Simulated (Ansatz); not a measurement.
Runs of Ansatz 0.2.0 on Mn3Si. Symmetry: Fm-3m, No. 225, cubic system. The conventional cell has a = 5.722 Å, b = 5.722 Å, c = 5.722 Å, α = 90.00°, β = 90.00°, γ = 90.00°. Mn (site symmetry -43m) is surrounded by 4 Mn at 2.48 Å and 4 Si at 2.48 Å. Mn (site symmetry m-3m) is surrounded by 8 Mn at 2.48 Å. Si (site symmetry m-3m) is surrounded by 8 Mn at 2.48 Å. 

```csv
level,cutoff (eV),gap on the mesh (eV),pressure (GPa),moment (μB)
HSE06,420,none,18.5,7.18
LDA,420,none,-23.3,1.06
r2SCAN,500,none,-10.0,3.31
r2SCAN0,500,none,23.8,7.10
PBEsol,420,none,-16.0,(a)
PBE0,420,none,-13.7,(b)
```

Alike in all rows: task projected density of states; potentials or basis Ansatz PAW; spin collinear, ferromagnetic start; cell as given; k mesh 5 × 5 × 5; smearing fermi-dirac 0.05 eV; the mesh is coarse, so values aren't converged.

Question: Estimate the missing entries.

Answer: (a) 1.04; (b) 3.00.

Caveats: all runs use coarse meshes; the PAW data sets come from PBE, with cores solved anew for the run's functional, which leaves a small shift of forces and pressure; the density of states is complete only up to the lowest level of the last band computed; the magnetic or orbital state may not be the lowest (some runs); the thresholds are loose for stress (some runs); the starting moments weren't kept (some runs).

A gap of «none» marks a metal or a gap under the smearing width.

Runs at the PBE level aren't shown here.
